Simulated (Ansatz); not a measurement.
Runs of Ansatz 0.2.0 on TiAl. Symmetry: P-6m2, No. 187, hexagonal system. Conventional cell: a = 2.867 Å, b = 2.867 Å, c = 4.678 Å, α = 90.00°, β = 90.00°, γ = 120.00°. Ti (site symmetry -6m2) has 6 Al at 2.87 Å and 6 Ti at 2.87 Å as nearest neighbours. Around Al (site symmetry -6m2) lie 6 Ti at 2.87 Å and 6 Al at 2.87 Å. The cell comes from a database or a generator and needn't be the stable form of this composition.

| level | cutoff (eV) | gap on the mesh (eV) | pressure (GPa) | relaxed volume (Å³/atom) |
| --- | --- | --- | --- | --- |
| PBEsol | 420 | none | 0.0 | 16.23 |
| r2SCAN | 500 | none | 0.0 | (b) |
| BLYP | 420 | none | 0.0 | 17.21 |
| RPBE | 420 | none | 0.0 | 17.13 |
| revPBE | 420 | none | 0.0 | (a) |

Alike in all rows: task relaxation of cell and atoms; potentials or basis Ansatz PAW; no spin polarisation; cell relaxed; k mesh 11 × 11 × 6; smearing fermi-dirac 0.05 eV.

Question: Fill in the values left out.

Answer: (a) 17.03; (b) 16.53.

Caveats: the plane-wave basis is chosen anew once the cell has moved, so the energies of steps on either side of that aren't comparable; the PAW data sets come from PBE, with cores solved anew for the run's functional, which leaves a small shift of forces and pressure.

A gap of «none» marks a metal or a gap under the smearing width.

Runs at the PBE level aren't shown here.
